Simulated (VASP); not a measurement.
Zn, 1 atom in the cell. Symmetry: Fmmm, No. 69, orthorhombic system. The conventional cell has a = 3.138 Å, b = 4.382 Å, c = 4.493 Å, α = 90.00°, β = 90.00°, γ = 90.00°. Around Zn (site symmetry mmm) lie 8 Zn at 2.70 to 2.74 Å. This isn't the form of Zn at room conditions, which is hcp. The cell isn't the ideal one: strain +0.0250 x Voigt [0, 0, 0, 0, 0, 1], atoms carried along.

| Quantity | Value |
| --- | --- |
| Program | VASP 6.6.1 |
| Task | single point |
| Functional | LDA |
| Potentials or basis | VASP PAW LDA potentials, release 64 (Zn) |
| Cutoff | 520 eV |
| k mesh | 22 × 22 × 22 |
| Occupations | gaussian, width 0.15 eV |
| Spin | no spin polarisation |
| Dipole correction | no |
| Further INCAR settings | ALGO = Fast; EDIFF = 1e-07; NBANDS = 12 |

Potentials or basis: VASP PAW LDA potentials, release 64 (Zn).

The run is started by

```sh
$ cat potpaw_LDA.64/Zn/POTCAR > POTCAR
$ mpirun -np 1 vasp_std > vasp.out
```

Hardware: 1 thread of Intel(R) Xeon(R) Platinum 8559C (Emerald Rapids) (shared host).

Task: How long does it take, and how much memory?

Result: Run time: 110 s on 1 thread of Intel(R) Xeon(R) Platinum 8559C (Emerald Rapids), on a shared host, peak memory 0.35 GiB. Counts: scf iterations 12, k points 1530.
